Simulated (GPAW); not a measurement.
# ZnSe (Stilleite) (F-43m) in GPAW: settings compared

Aim: see how the results for ZnSe (Stilleite) move with the level of theory and the settings. Levels: SCAN, vdW-DF, LDA, PBE, OLYP+D4. Tasks: equation of state, band structure.

Program: GPAW 26.7.0. These are calculated values, not measurements. Logs are shortened: lines on timing, memory, paths and dates and some standing lists are left out, and cuts for length are marked. The log counts tension as positive stress, the text compression.

**What was measured.**

From “Alloy Disordering Effects on the Thermal Conductivity and Energy Gap Temperature Dependence of Cd1−xZnxSe Ternary Crystals Grown by the Bridgman Method”, 2023, pmc:10253836, for a bulk crystal of ZnSe at 300 K: band gap 2.695 ± 0.003 eV (an exciton energy, a little under the gap).

How close the calculation comes is told below.

**1. The crystal as given**

Symmetry: F-43m, No. 216, cubic system. Conventional cell: a = 5.668 Å, b = 5.668 Å, c = 5.668 Å, α = 90.00°, β = 90.00°, γ = 90.00°. Se (site symmetry -43m) has 4 Zn at 2.45 Å as nearest neighbours. Around Zn (site symmetry -43m) lie 4 Se at 2.45 Å.

**2. Equation of state, SCAN**

Contents of run.py:

```python
from ase.eos import EquationOfState
from ase.io import Trajectory, read
from ase.units import GPa
from gpaw import GPAW, PW

atoms = read('ZnSe.cif')

traj = Trajectory('eos.traj', 'w')
volumes, energies = [], []
for x in [0.94, 0.96, 0.98, 1.0, 1.02, 1.04, 1.06]:
    a = atoms.copy()
    a.set_cell(atoms.cell * x**(1 / 3), scale_atoms=True)
    calc = GPAW(mode=PW(600),
                xc='MGGA_X_SCAN+MGGA_C_SCAN',
                kpts={'size': (7, 7, 7), 'gamma': True},
                occupations={'name': 'fermi-dirac', 'width': 0.05},
                nbands=18,
                convergence={'density': 1e-05, 'energy': 1e-05},
                maxiter=150,
                txt=f'eos-{x:.2f}.txt')
    a.calc = calc
    energies.append(a.get_potential_energy(force_consistent=True))
    volumes.append(a.get_volume())
    p = -a.get_stress()[:3].mean() / GPa
    calc.write(f'eos-{x:.2f}.gpw')
    traj.write(a)
    print(f'{x:.2f} {volumes[-1]:10.4f} A^3 {energies[-1]:14.6f} eV {p:9.3f} GPa', flush=True)

v0, e0, B = EquationOfState(volumes, energies, eos='birchmurnaghan').fit()
print(f'V0 = {v0:.4f} A^3, E0 = {e0:.6f} eV, B0 = {B / GPa:.2f} GPa')
```

Contents of ZnSe.cif:

```cif
data_ZnSe
_cell_length_a 4.00759839
_cell_length_b 4.00759839
_cell_length_c 4.00759839
_cell_angle_alpha 60.00000000
_cell_angle_beta 60.00000000
_cell_angle_gamma 60.00000000
_space_group_name_H-M_alt 'P1'
_space_group_name_Hall 'P 1'
_space_group_IT_number 1
loop_
_space_group_symop_operation_xyz
'x,y,z'
loop_
_atom_site_label
_atom_site_type_symbol
_atom_site_symmetry_multiplicity
_atom_site_Wyckoff_symbol
_atom_site_fract_x
_atom_site_fract_y
_atom_site_fract_z
_atom_site_occupancy
Se1 Se 1 a 0.7500000000 0.7500000000 0.7500000000 1
Zn1 Zn 1 a 0.0000000000 0.0000000000 0.0000000000 1
```

Potentials or basis: GPAW PAW data sets (gpaw-data 1.2.1), pw.

Started as:

```
> OMP_NUM_THREADS=1 python run.py
```

What it wrote:

```text
__  _  _
 | _ |_)|_||  |
 |__||  | ||/\| - 26.7.0

Input parameters:
  mode=PW(ecut=600.0),
  convergence={'density': 1e-05, 'energy': 1e-05},
  kpts=MonkhorstPack(size=(7, 7, 7), gamma=True),
  maxiter=150,
  nbands=18,
  occupations=Occupations(name='fermi-dirac', width=0.05),
  xc=XC(name='MGGA_X_SCAN+MGGA_C_SCAN')

Diagonalizing LCAO Hamiltonian
Converting LCAO to pw mode

                        Se

       Zn

Atoms  # Å, Bohr magnetons
|   | symbol |        x |        y |        z |    initial magnetic moments |
|---|--------|----------|----------|----------|-----------------------------|
| 0 |     Se | 5.930153 | 3.423775 | 2.420975 | ( 0.0000,  0.0000,  0.0000) |
| 1 |     Zn | 0.000000 | 0.000000 | 0.000000 | ( 0.0000,  0.0000,  0.0000) |

Unit cell  # Å
| periodic |        x |        y |        z |  lengths |    angles |
|----------|----------|----------|----------|----------|-----------|
|      yes | 3.953435 | 0.000000 | 0.000000 | 3.953435 | 60.000000 |
|      yes | 1.976718 | 3.423775 | 0.000000 | 3.953435 | 60.000000 |
|      yes | 1.976718 | 1.141258 | 3.227966 | 3.953435 | 60.000000 |

Number of symmetries: 24
Symmetry operations  # r_c * U_cc + t_c -> r_c
|    | kind |            matrix            |
|----|------|------------------------------|
|  0 |  E   |  1, 0, 0,  0, 1, 0,  0, 0, 1 |
|  1 |  σ   |  1, 0, 0,  0, 0, 1,  0, 1, 0 |
|  2 |  σ   |  1, 0,-1,  0, 1,-1,  0, 0,-1 |
|  3 |  C3  |  1, 0,-1,  0, 0,-1,  0, 1,-1 |
|  4 |  C3  |  1,-1, 0,  0,-1, 1,  0,-1, 0 |
|  5 |  σ   |  1,-1, 0,  0,-1, 0,  0,-1, 1 |
|  6 |  σ   |  0, 1, 0,  1, 0, 0,  0, 0, 1 |
|  7 |  C3  |  0, 1, 0,  0, 0, 1,  1, 0, 0 |
|  8 |  C2  |  0, 1,-1,  1, 0,-1,  0, 0,-1 |
|  9 |  S4  |  0, 1,-1,  0, 0,-1,  1, 0,-1 |
| 10 |  C3  |  0, 0, 1,  1, 0, 0,  0, 1, 0 |
| 11 |  σ   |  0, 0, 1,  0, 1, 0,  1, 0, 0 |
| 12 |  S4  |  0, 0,-1,  1, 0,-1,  0, 1,-1 |
| 13 |  C3  |  0, 0,-1,  0, 1,-1,  1, 0,-1 |
| 14 |  S4  |  0,-1, 1,  1,-1, 0,  0,-1, 0 |
| 15 |  C2  |  0,-1, 1,  0,-1, 0,  1,-1, 0 |
| 16 |  C3  |  0,-1, 0,  1,-1, 0,  0,-1, 1 |
| 17 |  S4  |  0,-1, 0,  0,-1, 1,  1,-1, 0 |
| 18 |  S4  | -1, 1, 0, -1, 0, 1, -1, 0, 0 |
| 19 |  C3  | -1, 1, 0, -1, 0, 0, -1, 0, 1 |
| 20 |  C3  | -1, 0, 1, -1, 1, 0, -1, 0, 0 |
| 21 |  S4  | -1, 0, 1, -1, 0, 0, -1, 1, 0 |
| 22 |  σ   | -1, 0, 0, -1, 1, 0, -1, 0, 1 |
| 23 |  C2  | -1, 0, 0, -1, 0, 1, -1, 1, 0 |

BZ-sampling:
  Number of BZ points: 343
  Number of IBZ points: 20

  Monkhorst-Pack size: [7, 7, 7]
  Monkhorst-Pack shift: [0, 0, 0]

K-points  # in reciprocal-cell coordinates
|     |                                coordinates |     weight |
|-----|--------------------------------------------|------------|
|   0 | (  0.00000000,   0.00000000,   0.00000000) | 0.00291545 |
|   1 | (  0.14285714,   0.14285714,   0.00000000) | 0.01749271 |
|   2 | (  0.14285714,   0.14285714,   0.14285714) | 0.02332362 |
|   3 | (  0.28571429,   0.14285714,   0.14285714) | 0.03498542 |
|   4 | (  0.28571429,   0.28571429,   0.00000000) | 0.01749271 |
|   5 | (  0.28571429,   0.28571429,   0.14285714) | 0.06997085 |
|   6 | (  0.28571429,   0.28571429,   0.28571429) | 0.02332362 |
|   7 | (  0.42857143,  -0.28571429,  -0.28571429) | 0.03498542 |
|   8 | (  0.42857143,   0.28571429,  -0.42857143) | 0.13994169 |
|   9 | (  0.42857143,   0.28571429,  -0.28571429) | 0.06997085 |
| ... |                                            |            |
|  19 | (  0.42857143,   0.42857143,   0.42857143) | 0.02332362 |

Plane wave coefficients: 1471
Cutoff: 600.0 eV

Spin-components: 1 (collinear spins)
Bands:           18
Projectors:      11
Spin-degeneracy: 2
Datatype:        complex128

Parallelization:
  kpt:    1
  domain: 1
  band:   1

Density:
  Valence electrons: 18.0
  Components: 1
  Grid points: [24 24 24]
  Charge: 0.0  # |e|

Potential:
  Grid points: [24 24 24]

species:
  Se:
    name:    Selenium
    Z:       34.0
    valence: 6
    core:    28
    charge:  0.0  # [|e|]
    compensation charges:
      type: gauss
      rc: 0.27  # [Å]
      lmax: 2
    cutoffs:
      filter: 1.77  # [Å]
      core: 2.67  # [Å]
    projectors
    | kind |    occ | energy [eV] | rcut [Å] |
    |------|--------|-------------|----------|
    |   4s |  2.000 |     -17.277 |    0.847 |
    |   4p |  4.000 |      -6.512 |    1.005 |
    |    s |        |       9.935 |    0.847 |
    |    p |        |      20.699 |    1.005 |
    |    d |        |       0.000 |    0.847 |

    Using partial waves for Se as LCAO basis

  Zn:
    name:    Zinc
    Z:       30.0
    valence: 12
    core:    18
    charge:  0.0  # [|e|]
    compensation charges:
      type: gauss
      rc: 0.37  # [Å]
      lmax: 2
    cutoffs:
      filter: 2.14  # [Å]
      core: 2.28  # [Å]
    projectors
    | kind |    occ | energy [eV] | rcut [Å] |
    |------|--------|-------------|----------|
    |   4s |  2.000 |      -5.977 |    1.286 |
    |   4p |  0.000 |      -1.117 |    1.270 |
    |   3d | 10.000 |     -10.142 |    1.180 |
    |    s |        |      21.234 |    1.286 |
    |    p |        |      26.095 |    1.270 |
    |    d |        |      17.070 |    1.180 |

    Using partial waves for Zn as LCAO basis

Reference energy: -114964.858784  # eV

eigensolver:
  PPCG
  Converge bands: occupied
  niter=2

density mixing:
  MSR1-Mixer
  Pratt-step length: 0.05
  Maximum mixing coefficient: 0.75
  Old densities: 10
  SVD Regularization: 0.005
  Good broyden scale: 1.0
  Trust region scale: 1.0
  Backstep threshold: 4.0
  History deletion threshold: 6.0
  Fourier metric: weight=20.0, sigma=0.015

occupation numbers:
  Fermi-Dirac:
    width: 0.0500  # eV

poisson solver:
  ecut: 4800.0  # eV

xc functional:
  name: MGGA_X_SCAN+MGGA_C_SCAN with 2 nearest neighbor stencil

convergence criteria:
- Maximum integral of absolute [dens]ity change: 1e-05 electrons / valence electron
- Maximum [total energy] change in last 3 cyles: 1e-05 eV / valence electron
- Maximum integral of absolute [eigenst]ate change: 4e-08 eV^2 / valence electron
maximum number of iterations: 150

SCF iterations
|iter     | |      energy | eigst |  dens |
|---------|-|-------------|-------|-------|
|iter:   1| |  -34.119323 | -0.26 |       |
|iter:   2| |  -32.536725 | -0.88 | -1.29 |
|iter:   3| |  -32.878135 | -1.24 | -1.29 |
|iter:   4| |  -32.567645 | -1.03 | -1.26 |
|iter:   5| |  -32.540772 | -2.04 | -1.84 |
|iter:   6| |  -32.546459 | -2.78 | -2.13 |
|iter:   7| |  -32.546307 | -4.16 | -2.85 |
|iter:   8| |  -32.546327c| -5.07 | -3.39 |
|iter:   9| |  -32.546326c| -6.34 | -3.74 |
|iter:  10| |  -32.546326c| -7.56c| -4.83 |
|iter:  11| |  -32.546326c| -7.55c| -5.45c|

Converged in 11 steps
Energy contributions relative to reference atoms: (reference = -114964.858784)

Energy contributions:
  Kinetic:          27.656596
  Coulomb:         -23.780165
  Zero:             -0.143506
  External:          0.000000
  Xc:              -36.279251
  Entropy:          -0.000000
  Spinorbit:         0.000000
  ----------------------------
  Free energy:     -32.546326
  Extrapolated:    -32.546326

dipole moment: (-9.683161, -5.590576, -3.953134)  # |e|*Ang

Fermi level: 5.026
Eigenvalues  # (at kpt = [0.000, 0.000, 0.000])
| band index |      eig [eV] | occ [0-2] |
|------------|---------------|-----------|
|          0 |       -10.024 |     2.000 |
|          1 |        -2.808 |     2.000 |
|          2 |        -2.808 |     2.000 |
|          3 |        -2.808 |     2.000 |
|          4 |        -2.355 |     2.000 |
|          5 |        -2.355 |     2.000 |
[... 10 lines left out ...]
|         16 |        17.871 |     0.000 |
|         17 |        17.871 |     0.000 |

Gap: 1.949 eV
Transition (v -> c):
  (s=0, k=0, n=8, [0.00, 0.00, 0.00]) -> (s=0, k=0, n=9, [0.00, 0.00, 0.00])
No difference between direct/indirect transitions

Stress tensor  # eV/Ang^3
|         x |         y |         z |
|-----------|-----------|-----------|
| -0.012515 |  0.000000 |  0.000000 |
|  0.000000 | -0.012515 | -0.000000 |
|  0.000000 | -0.000000 | -0.012515 |

# Writing to eos-0.96.gpw (mode='')
```

It took 2.5 min on 1 thread of Intel Xeon 6975P-C (Granite Rapids), shared host; peak memory 0.66 GiB.

What came out:

| Quantity | Value |
| --- | --- |
| Equilibrium volume | 22.49 Å³/atom (rough: see the caveat) |
| Bulk modulus | 67 GPa (rough) |

Energy against volume, from the lowest point:
| volume (Å³/atom) | energy (meV/atom) |
| --- | --- |
| 21.391 | 12.01 |
| 21.846 | 3.76 |
| 22.301 | 0.00 |
| 22.757 | 0.39 |
| 23.212 | 4.26 |
| 23.667 | 11.38 |
| 24.122 | 21.42 |

Caveat: the points scatter about the fit; the PAW data sets were made with another functional, which shifts forces and pressure a little.

**3. Equation of state, vdW-DF**

run.py, as its differences from that of step 2:

```diff
@@ -5,3 +5,3 @@
 
-atoms = read('ZnSe.cif')
+atoms = read('POSCAR')
 
@@ -13,3 +13,3 @@
     calc = GPAW(mode=PW(600),
-                xc='MGGA_X_SCAN+MGGA_C_SCAN',
+                xc={'name': 'vdW-DF', 'backend': 'libvdwxc'},
                 kpts={'size': (7, 7, 7), 'gamma': True},
@@ -23,6 +23,5 @@
     volumes.append(a.get_volume())
-    p = -a.get_stress()[:3].mean() / GPa
     calc.write(f'eos-{x:.2f}.gpw')
     traj.write(a)
-    print(f'{x:.2f} {volumes[-1]:10.4f} A^3 {energies[-1]:14.6f} eV {p:9.3f} GPa', flush=True)
+    print(f'{x:.2f} {volumes[-1]:10.4f} A^3 {energies[-1]:14.6f} eV', flush=True)
```

Contents of POSCAR:

```
ZnSe
1.0
    0.0000000000      2.8338000000      2.8338000000
    2.8338000000      0.0000000000      2.8338000000
    2.8338000000      2.8338000000      0.0000000000
Se Zn
1 1
Direct
    0.7500000000      0.7500000000      0.7500000000
    0.0000000000      0.0000000000      0.0000000000
```

Potentials or basis: GPAW PAW data sets (gpaw-data 1.2.1), pw.

Started as:

```
> OMP_NUM_THREADS=1 python run.py
```

It took 45 s on 1 thread of Intel Xeon 6975P-C (Granite Rapids), shared host; peak memory 0.27 GiB.

The run converged. Its results:

```yaml
Equilibrium_volume: "25.40 Å³/atom (rough: see the caveat)"
Bulk_modulus: 44 GPa (rough)
```

Energy against volume, from the lowest point:
```tsv
volume (Å³/atom)	energy (meV/atom)
21.391	114.01
21.846	83.41
22.301	58.10
22.757	37.59
23.212	21.39
23.667	9.01
24.122	0.00
```

Caveat: the minimum lies outside the volumes run; the PAW data sets were made with another functional, which shifts forces and pressure a little.

[end of part 1 of 3]
